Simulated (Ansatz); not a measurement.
Input of an Ansatz 0.2.0 run:

File input.yaml:

```yaml
crystal:
  lattice:
    - [0.0, 2.1315, 2.1315]
    - [2.1315, 0.0, 2.1315]
    - [2.1315, 2.1315, 0.0]
  atoms:
    - { symbol: Co, position: [0.0, 0.0, 0.0], spin: 2.0 }
    - { symbol: O, position: [0.5, 0.5, 0.5] }
kpoints:
  mp_grid: { grid: [11, 11, 11] }
  band_path:
    path:
      - [0.0, 0.0, 0.0]
      - [0.5, 0.0, 0.5]
      - [0.5, 0.25, 0.75]
      - [0.375, 0.375, 0.75]
      - [0.0, 0.0, 0.0]
      - [0.5, 0.5, 0.5]
      - [0.625, 0.25, 0.625]
      - [0.5, 0.25, 0.75]
    npoints: 8
scf:
  occupations: { method: fermi_dirac, width: 0.05 }
hamiltonian:
  xc: pbesol
  pseudopotentials:
    kind: all_electron
    lapw: { basis_error: 0.001 }
    relativity: none
magnetization:
  spin_polarized: true
output:
  forces: true
  stress: true
  eigenvalues: true
```

Potentials or basis: all-electron LAPW, non-relativistic.

The run is started by

```console
$ ansatz run input.yaml --threads 2 --pin off --max-ram 6144MiB --backend cpu --events-out ev --progress --plain --runs-dir out
```

**Question.** Estimate the band gap along the path.

**Answer.** None (metal or under the smearing width).

**Question.** Estimate the site moments.

**Answer.** Co +2.57; O +0.35 μB.

Levels at the corners of the path, in eV from the Fermi level:
Spin up:
| point | band 10 | band 11 | band 12 | band 13 | band 14 | band 15 | band 16 | band 17 | band 18 |
| --- | --- | --- | --- | --- | --- | --- | --- | --- | --- |
| Γ | -3.17 | -3.17 | -3.14 | -3.14 | -3.14 | 1.10 | 16.55 | 17.84 | 17.84 |
| X | -4.00 | -2.96 | -2.45 | -2.13 | -2.13 | 6.11 | 9.69 | 11.43 | 15.65 |
| W | -2.57 | -2.35 | -2.35 | -2.13 | -1.37 | 8.31 | 9.85 | 9.85 | 12.65 |
| K | -3.00 | -2.26 | -2.07 | -2.00 | -1.33 | 7.63 | 9.56 | 9.66 | 14.99 |
| Γ | -3.17 | -3.17 | -3.14 | -3.14 | -3.14 | 1.10 | 16.55 | 17.84 | 17.84 |
| L | -2.42 | -2.42 | -1.85 | 0.06 | 0.06 | 4.95 | 9.41 | 13.35 | 13.35 |
| U | -3.00 | -2.26 | -2.07 | -2.00 | -1.33 | 7.63 | 9.56 | 9.66 | 14.99 |
| W | -2.57 | -2.35 | -2.35 | -2.13 | -1.37 | 8.31 | 9.85 | 9.85 | 12.65 |
Spin down:
```csv
point,band 7,band 8,band 9,band 10,band 11,band 12,band 13,band 14,band 15,band 16
Γ,-2.54,-2.54,-2.54,-1.10,-1.10,-1.10,-0.10,-0.10,1.64,16.48
X,-6.40,-3.81,-3.81,-2.25,0.14,0.14,0.37,0.85,6.92,10.20
W,-5.60,-5.60,-5.00,-0.37,-0.37,0.14,0.73,1.50,9.19,10.41
K,-6.02,-5.62,-4.30,-1.01,-0.01,0.16,0.99,1.47,8.40,10.18
Γ,-2.54,-2.54,-2.54,-1.10,-1.10,-1.10,-0.10,-0.10,1.64,16.48
L,-7.56,-4.66,-4.66,-0.12,-0.12,0.20,2.60,2.60,5.26,10.21
U,-6.02,-5.62,-4.30,-1.01,-0.01,0.16,0.99,1.47,8.40,10.18
W,-5.60,-5.60,-5.00,-0.37,-0.37,0.14,0.73,1.50,9.19,10.41
```

Caveat: a cell with one magnetic atom can't hold antiferromagnetic order, which such compounds often take; semilocal functionals often make such compounds metallic where correlation or magnetic order opens a gap, which also shifts bond lengths.
